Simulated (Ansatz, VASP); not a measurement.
**Two plane-wave programs on As**

File INCAR:

```
PREC     = Accurate       # precision mode
ENCUT    = 520            # plane-wave cutoff, eV
EDIFF    = 1E-6           # SCF threshold, eV
ISMEAR   = -1             # smearing method
SIGMA    = 0.1            # smearing width, eV
LREAL    = F              # projectors in reciprocal space
LASPH    = T              # aspherical terms in the spheres
NELM     = 60             # most SCF steps
ALGO     = Normal         # electronic algorithm
ISIF     = 2              # what is computed and relaxed
LWAVE    = F              # write WAVECAR
LCHARG   = T              # write CHGCAR
GGA      = RE             # functional
LELF     = T              # ELF
LVHAR    = T            
NBANDS   = 8              # bands
```

Contents of KPOINTS:

```
Automatic mesh
0
Gamma
  14 14 14
```

File POSCAR:

```
As
1.0
    0.0000000000      2.1121377397      2.1121377397
    2.1121377397      0.0000000000      2.1121377397
    2.1121377397      2.1121377397      0.0000000000
As
1
Direct
    0.0000000000      0.0000000000      0.0000000000
```

Input for Ansatz:

```yaml
crystal:
  lattice:
    - [0.0, 2.1121377397, 2.1121377397]
    - [2.1121377397, 0.0, 2.1121377397]
    - [2.1121377397, 2.1121377397, 0.0]
  atoms:
    - { symbol: As, position: [0.0, 0.0, 0.0] }
hamiltonian:
  xc: revpbe
  pseudopotentials:
    kind: paw
    azcp:
      As: "pseudopotentials/As.paw.azcp"
basis:
  ecutwfc: 420
  fft_grid_basis: typed
kpoints:
  mp_grid: { grid: [14, 14, 14], shift: [0, 0, 0] }
magnetization:
  spin_polarized: false
scf:
  occupations: { method: fermi_dirac, width: 0.1 }
  lower_state_search: "off"
output:
  stress: true
```

Alike in both runs: task single point; functional revPBE; k mesh 14 × 14 × 14; occupations fermi-dirac, width 0.1 eV; no spin polarisation.

```csv
,VASP,Ansatz
version,VASP 6.6.1,Ansatz 0.2.0
potentials or method,"VASP PAW PBE potentials, release 64 (As)","plane waves (420 eV) with PAW, scalar-relativistic"
plane-wave cutoff (eV),520,420
valence electrons in the cell,5,15
```

|  | VASP | Ansatz | Ansatz less VASP |
| --- | --- | --- | --- |
| pressure (GPa) | 3.2 | 3.2 | -0.02 |

The two sets of potentials don't hold the same shells in valence.

Caveats: the PAW data sets were made with another functional, which shifts forces and pressure a little (VASP).
